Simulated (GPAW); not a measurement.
# CuO in GPAW: the effect of potentials

CuO:

```xyz
2
Lattice="2.8363 0.0000 0.0000 -1.4182 2.4563 0.0000 0.0000 0.0000 2.7681" Properties=species:S:1:pos:R:3 pbc="T T T"
Cu    0.0000    0.0000    0.0000
O     1.4182    0.8188    1.3841
```

Measurements of this composition are mostly on another form, of space group No. 15.

Alike in all runs:

```yaml
Program: GPAW 26.7.0
Task: band structure
Functional: LDA
Cutoff: 800 eV
Basis: pw
k_mesh: 11 × 11 × 10
Occupations: fermi-dirac, width 0.05 eV
Spin: no spin polarisation
```

| potentials | pressure (GPa) |
| --- | --- |
| GPAW stock | -15.5 |
| PAW data sets made by gpaw-setup for the functional | -15.5 |
| JTH PAW 2.0 | ? |

Q: What does the run with potentials JTH PAW 2.0 give?

A: Pressure -16.9 GPa.

Caveats: an odd number of electrons without spin polarisation forces a metal; a magnetic or distorted state may lie lower; the run has no spin polarisation, though such a crystal can be magnetic; with this Cu data set, volumes or pressures lay over 1.5 % or 2 GPa off other programs in two to four cells of ten (some runs); the program truncates these outside data sets (some runs).

The runs don't all hold the same shells in valence.
